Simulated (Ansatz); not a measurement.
# An elastic constant from a strain scan in Zr2N

Theory: DFT PBEsol, scalar-relativistic, plane waves, PAW (Ansatz 0.2.0). The runs took a 420 eV cutoff, a Γ-centred 10×10×14 mesh and Gaussian smearing (0.15 eV). No spin polarisation. Energies are free energies at this smearing, counted from the undisturbed cell; pressure is positive in compression.

Zero of the scan (relaxed at this level; it needn't be the usual structure):

```
CELL_PARAMETERS angstrom
5.37005 0.00000 0.00000
0.00000 5.37005 0.00000
0.00000 0.00000 3.27262
ATOMIC_POSITIONS crystal
Zr 0.29625 0.29625 0.00000
Zr 0.70375 0.70375 0.00000
Zr 0.79625 0.20375 0.50000
Zr 0.20375 0.79625 0.50000
N 0.00000 0.00000 0.00000
N 0.50000 0.50000 0.50000
```

The cell is strained by ε times the Voigt pattern (1, -1, 0, 0, 0, 0) (xx, yy, zz, yz, xz, xy; engineering shear) with fractional coordinates fixed. The cell holds 6 atoms in V0 = 94.37 Å³. The stress column is τ = (1/V0) dE/dε, got from the stress tensor σ (compression positive) at each point as −det(1 + εP) σ : P(1 + εP)⁻¹, with P the pattern as a tensor.

```
      ε  ΔE (meV/atom)  τ (GPa)
-0.0525         46.682  -18.088
-0.0450         34.307  -15.523
-0.0300         15.248  -10.356
-0.0150          3.813   -5.177
 0.0000          0.000    0.000
 0.0150          3.813    5.177
 0.0300         15.248   10.356
 0.0450         34.307   15.523
 0.0525         46.682   18.088
 0.0600              ?        ?
```

Task: Which combination of elastic constants does this scan measure, and how large is it?

Result: For small ε, τ = τ0 + Kε with K = pᵀCp, which for this pattern is C11 + C22 − 2 C12 in the Cartesian frame shown. The parabola through τ at ε = -0.0150, 0 and 0.0150 has slope K = 345 GPa at zero. The energies per cell, E = NΔE, of the same two points give K = 2[E(ε₊)/ε₊ − E(ε₋)/ε₋]/[(ε₊ − ε₋)V0] = 345 GPa, in agreement. These are clamped-ion values.

Task: Predict the withheld row at ε = 0.0600 from the harmonic law, and compare.

Result: ΔE = V0(τ0 ε + Kε²/2)/N = 60.985 meV/atom and τ = 20.71 GPa. The calculation gives 60.937 meV/atom and 20.63 GPa, a miss of 0.1 % of the harmonic energy, so the harmonic law still holds here.

Forces appear on the atoms along this scan, and letting them relax would lower the energy and soften the response. In a metal these slopes depend on the k mesh and the smearing.